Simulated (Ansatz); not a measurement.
**CoO (zincblende): the equilibrium volume**

Aim: the volume at which the pressure of CoO (zincblende) vanishes. The cell was built by placing the elements on the sites of a structure type; the runs don't test whether it is the stable form.

Program: Ansatz 0.2.0. Level of theory: DFT PBE, scalar-relativistic, plane waves, PAW. These are calculated values, not measurements.

2 further runs of the same task are left out: 1 that didn't finish, 1 set aside as unsound or not needed. Runs told in other sessions of the task aren't counted.

## (1) The starting structure

The structure is cubic, space group F-43m (No. 216). The conventional cell has a = 4.656 Å, b = 4.656 Å, c = 4.656 Å, α = 90.00°, β = 90.00°, γ = 90.00°. Co (site symmetry -43m) has 4 O at 2.02 Å in its first shell of neighbours. O (site symmetry -43m) has 4 Co at 2.02 Å in its first shell of neighbours.

Coordinates:

```
CELL_PARAMETERS angstrom
0.00000 2.32822 2.32822
2.32822 0.00000 2.32822
2.32822 2.32822 0.00000
ATOMIC_POSITIONS crystal
Co 0.00000 0.00000 0.00000
O 0.25000 0.25000 0.25000
```

Starting moments: Co 3.00 μB.

## (2) At the starting volume

File input.yaml:

```yaml
crystal:
  lattice:
    - [0.0, 2.3282226955, 2.3282226955]
    - [2.3282226955, 0.0, 2.3282226955]
    - [2.3282226955, 2.3282226955, 0.0]
  atoms:
    - { symbol: Co, position: [0.0, 0.0, 0.0], spin: 3.0 }
    - { symbol: O, position: [0.25, 0.25, 0.25] }
basis:
  ecutwfc: 420
  ecutrho_ratio: 4
kpoints:
  mp_grid: { grid: [12, 12, 12] }
hamiltonian:
  xc: pbe
scf:
  occupations: { method: gaussian, width: 0.05 }
output:
  forces: true
  stress: true
  eigenvalues: true
  populations: true
magnetization:
  spin_polarized: true
```

Started as:

```sh
> ansatz run input.yaml --threads 2 --pin off --max-ram 2662MiB --backend cpu --events-out ev --progress --plain --runs-dir out
```

Further steps of the session: Next volume: 11.728 Å³/atom; A step to a new volume; A step to a new volume.

What does the calculation give? Wanted: volume; pressure; conventional cell; gap on the mesh; spin moments in spheres.

As calculated:

| quantity | value |
| --- | --- |
| volume | 11.402 Å³/atom |
| pressure | -0.01 GPa |
| conventional cell | a = 4.501 Å, b = 4.501 Å, c = 4.501 Å, α = 90.00°, β = 90.00°, γ = 90.00° |
| gap on the mesh | none (metal) |
| spin moments in spheres | Co 2.23; O 0.30 μB |

**Reading.** From the first run shown, the volume went from 12.62 to 11.40 Å³/atom (-9.7 %) in 4 runs, where the pressure is zero within 0.01 GPa. Another start or magnetic order reached a lower energy, so these numbers don't belong to the lowest state found.

No U or exact exchange acts on the open 3d shell; in such an oxide or halide a metallic result can be the functional's failure.
